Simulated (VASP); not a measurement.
# In (I4/mmm) in VASP: a series of runs

One crystal, In, is run at these levels: PBEsol+D3, BLYP, PBE+D3(BJ); tasks: electric field gradients, density of states, equation of state.

Program: VASP 6.6.1. These are calculated values, not measurements. Logs are shortened: lines on timing, memory, paths and dates and some standing lists are left out, and cuts for length are marked.

**1. The crystal as given**

The structure is tetragonal, space group I4/mmm (No. 139). Conventional cell: a = 3.251 Å, b = 3.251 Å, c = 4.947 Å, α = 90.00°, β = 90.00°, γ = 90.00°. Around In (site symmetry 4/mmm) lie 12 In at 3.25 to 3.38 Å.

**2. Electric field gradients, PBEsol+D3 (volume scaled by 0.88)**

File INCAR:

```
ALGO     = Normal         # electronic algorithm
EDIFF    = 1E-8           # SCF threshold, eV
ENCUT    = 520            # plane-wave cutoff, eV
GGA      = PS             # functional
ISIF     = 2              # what is computed and relaxed
ISMEAR   = 0              # smearing method
IVDW     = 11             # dispersion correction
LASPH    = T              # aspherical terms in the spheres
LCHARG   = F              # write CHGCAR
LEFG     = T            
LREAL    = F              # projectors in reciprocal space
LWAVE    = F              # write WAVECAR
NELM     = 100            # most SCF steps
PREC     = Accurate       # precision mode
SIGMA    = 0.05           # smearing width, eV
```

File KPOINTS:

```
k-points
0
Gamma
  11 11 11
```

File POSCAR:

```
In
3.236
   -0.481354093634      0.481354093634      0.732542354790
    0.481354093634     -0.481354093634      0.732542354790
    0.481354093634      0.481354093634     -0.732542354790
In
1
Direct
    0.0000000000      0.0000000000      0.0000000000
```

Potentials or basis: VASP PAW PBE potentials, release 64 (In_d).

Started as:

```sh
> cat potpaw_PBE.64/In_d/POTCAR > POTCAR
> mpirun -np 1 vasp_std > vasp.out
```

OUTCAR:

```text
EDIFF = 1E-8
   ENCUT = 520
   GGA = PS
   ISIF = 2
   ISMEAR = 0
   IVDW = 11
   LASPH = T
   LREAL = F
   NELM = 100
   PREC = Accurate
 IVDW          = 11

 ion  position               nearest neighbor table
   1  0.000  0.000  0.000-

  LATTYP: Found a body centered tetragonal cell.
 ALAT       =     3.1153236940
 C/A-ratio  =     1.5218367611

  Lattice vectors:

 A1 = (  -1.5576618470,   1.5576618470,   2.3705070601)
 A2 = (   1.5576618470,  -1.5576618470,   2.3705070601)
 A3 = (   1.5576618470,   1.5576618470,  -2.3705070601)

Analysis of symmetry for initial positions (statically):
=====================================================================
 Subroutine PRICEL returns:
 Original cell was already a primitive cell.

 Routine SETGRP: Setting up the symmetry group for a
 body centered tetragonal supercell.

 Subroutine GETGRP returns: Found 16 space group operations
 (whereof 16 operations were pure point group operations)
 out of a pool of 16 trial point group operations.

The static configuration has the point symmetry D_4h.

Analysis of symmetry for dynamics (positions and initial velocities):
=====================================================================
 Subroutine PRICEL returns:
 Original cell was already a primitive cell.

 Routine SETGRP: Setting up the symmetry group for a
 body centered tetragonal supercell.

 Subroutine GETGRP returns: Found 16 space group operations
 (whereof 16 operations were pure point group operations)
 out of a pool of 16 trial point group operations.

The dynamic configuration has the point symmetry D_4h.

 Subroutine INISYM returns: Found 16 space group operations
 (whereof 16 operations are pure point group operations),
 and found     1 'primitive' translations

----------------------------------------------------------------------------------------

                                     Primitive cell

  volume of cell :      23.0063

  direct lattice vectors                    reciprocal lattice vectors
    -1.557661847  1.557661847  2.370507060     0.000000000  0.320993931  0.210925337
     1.557661847 -1.557661847  2.370507060     0.320993931  0.000000000  0.210925337
     1.557661847  1.557661847 -2.370507060     0.320993931  0.320993931  0.000000000

  length of vectors
     3.236035318  3.236035318  3.236035318     0.384091918  0.384091918  0.453953971
[... 124 lines left out ...]
  free energy    TOTEN  =        -2.93714967 eV

  energy without entropy =       -2.93659529  energy(sigma->0) =       -2.93687248

 E-fermi :   9.0069     XC(G=0): -11.0322

 val. band max:        8.9492731312   @ k =  -0.3636  -0.4545   0.3636
 cond. band min:       9.0123408796   @ k =  -0.4545  -0.4545   0.1818
 fundamental gap:      0.0630677484
 Fermi energy:         9.0068997166

 k-point     1 :       0.0000    0.0000    0.0000
  band No.  band energies     occupation
      1      -5.8995      2.00000
      2      -5.7520      2.00000
      3      -5.7520      2.00000
      4      -5.6319      2.00000
      5      -5.4890      2.00000
      6      -1.6020      2.00000
      7      20.6056      0.00000
      8      20.6056      0.00000
      9      20.7430      0.00000
     10      20.8188      0.00000
[... 287 lines left out ...]
 k-point    24 :      -0.1818    0.1818    0.0000
  band No.  band energies     occupation
      1      -5.8553      2.00000
      2      -5.7170      2.00000
      3      -5.6500      2.00000
      4      -5.6410      2.00000
      5      -5.5198      2.00000
      6      -0.4682      2.00000
      7      16.8249      0.00000
      8      17.0367      0.00000
      9      18.1660      0.00000
     10      18.6923      0.00000

 [... further k-points ...]

------------------------ aborting loop because EDIFF is reached ----------------------------------------

 Edisp (eV)   -0.18074

 E8    (eV) :    -0.1155

  FORCE on cell =-STRESS in cart. coord.  units (eV):
  Direction    XX          YY          ZZ          XY          YZ          ZX
  --------------------------------------------------------------------------------------
  -------------------------------------------------------------------------------------
  Total       0.70089     0.70089     0.57747     0.00000     0.00000     0.00000
  in kB      48.81066    48.81066    40.21525     0.00000     0.00000     0.00000
  external pressure =       45.95 kB  Pullay stress =        0.00 kB

 VOLUME and BASIS-vectors are now :
 -----------------------------------------------------------------------------
  energy-cutoff  :      520.00
  volume of cell :       23.01
      direct lattice vectors                 reciprocal lattice vectors
    -1.557661847  1.557661847  2.370507060     0.000000000  0.320993931  0.210925337
     1.557661847 -1.557661847  2.370507060     0.320993931  0.000000000  0.210925337
     1.557661847  1.557661847 -2.370507060     0.320993931  0.320993931  0.000000000

 POSITION                                       TOTAL-FORCE (eV/Angst)
 -----------------------------------------------------------------------------------
      0.00000      0.00000      0.00000        -0.000000      0.000000      0.000000
 -----------------------------------------------------------------------------------
    total drift:                               -0.000000      0.000000      0.000000

  FREE ENERGIE OF THE ION-ELECTRON SYSTEM (eV)
  ---------------------------------------------------
  free  energy   TOTEN  =        -3.1178905275 eV

  energy  without entropy=       -3.1173361408  energy(sigma->0) =       -3.11761333

 Electric field gradients (V/A^2)
---------------------------------------------------------------------
 ion       V_xx      V_yy      V_zz      V_xy      V_xz      V_yz
---------------------------------------------------------------------
   1     -12.516   -12.516    25.033    -0.001     0.000     0.000
---------------------------------------------------------------------

 Electric field gradients after diagonalization (V/A^2)
 (convention: |V_zz| > |V_xx| > |V_yy|)
----------------------------------------------------------------------
 ion       V_xx      V_yy      V_zz     asymmetry (V_yy - V_xx)/ V_zz
----------------------------------------------------------------------
   1     -12.518   -12.515    25.033       0.000
----------------------------------------------------------------------

           NMR quadrupolar parameters

 Cq : quadrupolar parameter    Cq=e*Q*V_zz/h
 eta: asymmetry parameters     (V_yy - V_xx)/ V_zz
 Q  : nuclear electric quadrupole moment in mb (millibarn)
----------------------------------------------------------------------
 ion       Cq(MHz)       eta       Q (mb)
----------------------------------------------------------------------
   1       0.061       0.000       1.000
----------------------------------------------------------------------
```

stdout:

```text
POSCAR found type information on POSCAR In
 POSCAR found :  1 types and       1 ions
 scaLAPACK will be used
 -----------------------------------------------------------------------------
|                                                                             |
|                                                                             |
|     You enforced a specific xc type in the INCAR file but a different       |
|     I HOPE YOU KNOW WHAT YOU ARE DOING!                                     |
|                                                                             |
 -----------------------------------------------------------------------------

 LDA part: xc-table for (Slater+PW92), standard interpolation
 POSCAR, INCAR and KPOINTS ok, starting setup
 FFT: planning ... GRIDC
 FFT: planning ... GRID_SOFT
 FFT: planning ... GRID
 WAVECAR not read
 entering main loop
ion   1
```

Run time: 11 s. Hardware: 1 thread of Intel Xeon Platinum 8559C (Emerald Rapids), shared host; peak memory 0.16 GiB.

Results:

```
Free energy                : -3.1179 eV
Pressure                   : 4.6 GPa
Band gap on the k mesh     : none (metal or under the smearing width)
Dispersion energy per atom : -0.181 eV
```

Electric field gradients, principal values (V/Å²):
```tsv
atom	Vxx	Vyy	Vzz
1 In	-12.515	-12.518	25.033
```

Caveat: the PAW data sets were made with another functional, which shifts forces and pressure a little; pairwise dispersion overbinds metals, which lowers pressure and volume.

**3. Density of states, BLYP**

This run uses another cell than the first one: it holds 2 atoms, not 1.

File In.cif:

```cif
data_In
_cell_length_a 3.25094000
_cell_length_b 3.25094000
_cell_length_c 4.94740000
_cell_angle_alpha 90.00000000
_cell_angle_beta 90.00000000
_cell_angle_gamma 90.00000000
_space_group_name_H-M_alt 'I4/mmm'
_space_group_name_Hall '-I 4 2'
_space_group_IT_number 139
loop_
_space_group_symop_operation_xyz
'x,y,z'
'-x,-y,-z'
'-y,x,z'
'y,-x,-z'
'-x,-y,z'
'x,y,-z'
'y,-x,z'
'-y,x,-z'
'x,-y,-z'
'-x,y,z'
'-y,-x,-z'
'y,x,z'
'-x,y,-z'
'x,-y,z'
'y,x,-z'
'-y,-x,z'
'x+1/2,y+1/2,z+1/2'
'-x+1/2,-y+1/2,-z+1/2'
'-y+1/2,x+1/2,z+1/2'
'y+1/2,-x+1/2,-z+1/2'
'-x+1/2,-y+1/2,z+1/2'
'x+1/2,y+1/2,-z+1/2'
'y+1/2,-x+1/2,z+1/2'
'-y+1/2,x+1/2,-z+1/2'
'x+1/2,-y+1/2,-z+1/2'
'-x+1/2,y+1/2,z+1/2'
'-y+1/2,-x+1/2,-z+1/2'
'y+1/2,x+1/2,z+1/2'
'-x+1/2,y+1/2,-z+1/2'
'x+1/2,-y+1/2,z+1/2'
'y+1/2,x+1/2,-z+1/2'
'-y+1/2,-x+1/2,z+1/2'
loop_
_atom_site_label
_atom_site_type_symbol
_atom_site_symmetry_multiplicity
_atom_site_Wyckoff_symbol
_atom_site_fract_x
_atom_site_fract_y
_atom_site_fract_z
_atom_site_occupancy
In1 In 2 a 0.0000000000 0.0000000000 0.0000000000 1
```

File POSCAR:

```
In
 1.0000000000000000
     3.2509399999999999    0.0000000000000000    0.0000000000000000
     0.0000000000000000    3.2509399999999999    0.0000000000000000
     0.0000000000000000    0.0000000000000000    4.9474000000000000
 In 
   2
Cartesian
  0.0000000000000000  0.0000000000000000  0.0000000000000000
  1.6254700000000000  1.6254700000000000  2.4737000000000000
```

File INCAR.step1:

```
PREC     = Accurate       # precision mode
ENCUT    = 520            # plane-wave cutoff, eV
EDIFF    = 1E-6           # SCF threshold, eV
ISMEAR   = -1             # smearing method
SIGMA    = 0.1            # smearing width, eV
LREAL    = F              # projectors in reciprocal space
LASPH    = T              # aspherical terms in the spheres
NELM     = 100            # most SCF steps
ALGO     = Normal         # electronic algorithm
ISIF     = 2              # what is computed and relaxed
LWAVE    = F              # write WAVECAR
LCHARG   = T              # write CHGCAR
GGA      = B5             # functional
ALDAX    = 1.0          
AGGAX    = 1.0          
AGGAC    = 1.0          
ALDAC    = 0.0          
NBANDS   = 20             # bands
ISYM     = -1
```

File KPOINTS.step1:

```
regular mesh
0
Gamma
  6 6 5
```

File INCAR.step2:

```
PREC     = Accurate       # precision mode
ENCUT    = 520            # plane-wave cutoff, eV
EDIFF    = 1E-6           # SCF threshold, eV
ISMEAR   = -5             # smearing method
SIGMA    = 0.1            # smearing width, eV
LREAL    = F              # projectors in reciprocal space
LASPH    = T              # aspherical terms in the spheres
NELM     = 100            # most SCF steps
ALGO     = Normal         # electronic algorithm
ISIF     = 2              # what is computed and relaxed
LWAVE    = F              # write WAVECAR
LCHARG   = F              # write CHGCAR
GGA      = B5             # functional
ALDAX    = 1.0          
AGGAX    = 1.0          
AGGAC    = 1.0          
ALDAC    = 0.0          
LORBIT   = 10             # projections on sites
NBANDS   = 20             # bands
ISYM     = -1           
NEDOS    = 1001           # points of the DOS
ICHARG   = 11             # starting density
```

File KPOINTS.step2:

```
regular mesh
0
Gamma
  9 9 8
```

Potentials or basis: VASP PAW PBE potentials, release 54 (In_d).

Started as:

```sh
> ase convert -i cif -o vasp In.cif POSCAR
> cat potpaw_PBE.54/In_d/POTCAR > POTCAR
> cp INCAR.step1 INCAR
> cp KPOINTS.step1 KPOINTS
> mpirun -np 1 vasp_std > vasp.out
> cp INCAR.step2 INCAR
> cp KPOINTS.step2 KPOINTS
> mpirun -np 1 vasp_std > vasp.out
```

OUTCAR:

```text
PREC = Accurate
   ENCUT = 520
   EDIFF = 1E-6
   ISMEAR = -5
   LREAL = F
   LASPH = T
   NELM = 100
   ISIF = 2
   GGA = B5
   LORBIT = 10
   ISYM = -1
   ICHARG = 11

 ion  position               nearest neighbor table
   1  0.000  0.000  0.000-   2 3.38   2 3.38   2 3.38   2 3.38   2 3.38   2 3.38   2 3.38   2 3.38

   2  0.500  0.500  0.500-   1 3.38   1 3.38   1 3.38   1 3.38   1 3.38   1 3.38   1 3.38   1 3.38
[... 1108 lines left out ...]
  -------------------------------------------------------------------------------------
  Total        2.5187484      2.5187266      2.9829561      0.1297295     -0.0544733     -0.0542972
  in kB       77.1792304     77.1785598     91.4034336      3.9751585     -1.6691640     -1.6637701
  external PRESSURE =      81.9204079 kB  Pullay stress =       0.0000000 kB

 VOLUME and BASIS-vectors are now :
 -----------------------------------------------------------------------------
  energy-cutoff  :      520.00
  volume of cell :       52.29
      direct lattice vectors                 reciprocal lattice vectors
     3.250940000  0.000000000  0.000000000     0.307603339  0.000000000  0.000000000
     0.000000000  3.250940000  0.000000000     0.000000000  0.307603339  0.000000000
     0.000000000  0.000000000  4.947400000     0.000000000  0.000000000  0.202126369

 POSITION                                       TOTAL-FORCE (eV/Angst)
 -----------------------------------------------------------------------------------
      0.00000      0.00000      0.00000         0.000000      0.000004      0.001890
      1.62547      1.62547      2.47370        -0.000000     -0.000004     -0.001890
 -----------------------------------------------------------------------------------
    total drift:                                0.000002      0.000011      0.000006

  FREE ENERGIE OF THE ION-ELECTRON SYSTEM (eV)
  ---------------------------------------------------
  free  energy   TOTEN  =        -3.5567502417 eV

  energy  without entropy=       -3.5567502417  energy(sigma->0) =       -3.55675024

 total charge

# of ion       s       p       d       tot
------------------------------------------
    1        1.035   0.503   9.854  11.392
    2        1.036   0.506   9.854  11.396
--------------------------------------------------
tot          2.071   1.009  19.708  22.788
```

OUTCAR.step1:

```text
PREC = Accurate
   ENCUT = 520
   EDIFF = 1E-6
   ISMEAR = -1
   LREAL = F
[... 1132 lines left out ...]
      0.00000      0.00000      0.00000         0.000003      0.000002     -0.000001
      1.62547      1.62547      2.47370        -0.000003     -0.000002      0.000001
 -----------------------------------------------------------------------------------
    total drift:                               -0.000003     -0.000003     -0.000004

  FREE ENERGIE OF THE ION-ELECTRON SYSTEM (eV)
  ---------------------------------------------------
  free  energy   TOTEN  =        -3.5878587754 eV

  energy  without entropy=       -3.5521485449  energy(sigma->0) =       -3.57000366
```

Wall time 3.6 min (1 thread of Intel Xeon Platinum 8559C (Emerald Rapids), shared host); peak memory 0.57 GiB.

Results:

| Quantity | Value |
| --- | --- |
| Valence electrons inside the program's atomic spheres | In 11.39, 11.40 |

States per cell in windows of 1 eV (zero at the Fermi level; states under -8 eV left out):
```tsv
from (eV)	total	In2_p	In1_p	In1_s	In2_s	In2_d	In1_d
-8.0	0.44	0.01	0.01	0.09	0.10	0.00	0.00
-7.0	0.58	0.03	0.03	0.12	0.12	0.00	0.00
-6.0	0.62	0.03	0.03	0.13	0.13	0.01	0.01
-5.0	0.84	0.04	0.04	0.20	0.19	0.01	0.01
-4.0	0.73	0.03	0.03	0.18	0.17	0.01	0.01
-3.0	0.60	0.05	0.05	0.11	0.11	0.01	0.01
-2.0	0.76	0.12	0.12	0.05	0.05	0.01	0.01
-1.0	1.04	0.17	0.17	0.07	0.07	0.01	0.01
0.0	1.01	0.16	0.17	0.07	0.07	0.02	0.02
1.0	0.89	0.15	0.15	0.05	0.05	0.02	0.02
2.0	1.12	0.20	0.20	0.05	0.05	0.03	0.03
3.0	1.32	0.25	0.25	0.04	0.04	0.03	0.03
4.0	1.38	0.28	0.28	0.03	0.03	0.04	0.04
5.0	1.24	0.27	0.27	0.02	0.02	0.04	0.04
6.0	1.10	0.25	0.25	0.02	0.01	0.03	0.03
7.0	1.01	0.22	0.22	0.02	0.01	0.04	0.04
```

Caveat: the PAW data sets were made with another functional, which shifts forces and pressure a little; tetrahedron occupations give inexact forces and stress in metals.

[end of part 1 of 2]
